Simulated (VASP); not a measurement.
Here is a VASP 6.6.1 calculation.

Contents of INCAR:

```
SYSTEM = Sn
ALGO = Normal
EDIFF = 1E-7
EDIFFG = -0.005
ENCUT = 300
GGA = PE
IBRION = 2
ISIF = 3
ISMEAR = 0
LASPH = .True.
LCHARG = .False.
LREAL = .False.
LWAVE = .False.
NELM = 80
NSW = 90
PREC = Accurate
SIGMA = 0.03
```

Contents of KPOINTS:

```
k-points
0
Gamma
  5 5 5
  0 0 0
```

Contents of POSCAR:

```
Sn                                      
1.0
    0.0000000000      3.3318684116      3.3318684116
    3.3318684116      0.0000000000      3.3318684116
    3.3318684116      3.3318684116      0.0000000000
  Sn            
     2
Direct
     0.0000000000000000    0.0000000000000000    0.0000000000000000
     0.2500000000000000    0.2500000000000000    0.2500000000000000
```

Potentials or basis: VASP PAW PBE potentials, release 64 (Sn).

Launch:

```console
$ cat potpaw_PBE.64/Sn/POTCAR > POTCAR
$ mpirun -np 1 vasp_std > vasp.out
```

Problem. Predict the band gap on the k mesh.

Solution. None (metal or under the smearing width).

Final structure:
```xyz
2
Lattice="0.0000 3.3319 3.3319 3.3319 0.0000 3.3319 3.3319 3.3319 0.0000" Properties=species:S:1:pos:R:3 pbc="T T T"
Sn    0.0000    0.0000    0.0000
Sn    1.6659    1.6659    1.6659
```

Caveat: the relaxation stopped at its first step, so nothing moved.
